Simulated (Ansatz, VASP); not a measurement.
**Ga2N in VASP and in Ansatz**

```
Ga N
1.0
     0.00000    2.88035    2.88035
     2.88035    0.00000    2.88035
     2.88035    2.88035    0.00000
Ga N
2 1
Direct
  0.50000 0.50000 0.50000
  0.25000 0.25000 0.25000
  0.00000 0.00000 0.00000
```

Alike in both runs: functional PBE; k mesh 14 × 14 × 14; occupations gaussian, width 0.1 eV; no spin polarisation.

Ansatz relaxed the structure, and its values are those at the end. VASP's run is a single point on that final structure, the one shown.

|  | VASP | Ansatz |
| --- | --- | --- |
| version | VASP 6.6.1 | Ansatz 0.2.0 |
| potentials or method | VASP PAW PBE potentials, release 64 (Ga_d, N) | scalar-relativistic, plane waves, PAW |
| plane-wave cutoff (eV) | 520 | 420 |
| valence electrons in the cell | 31 | 31 |

Ansatz gave:

```
gap on the k mesh at the Fermi level (eV) : none
pressure (GPa)                            : 0.0
```

Problem. Which values does VASP return?

Solution. gap on the k mesh at the Fermi level (eV): none; pressure (GPa): 0.2.

A gap of «none» marks a metal or a gap that the smearing closes.
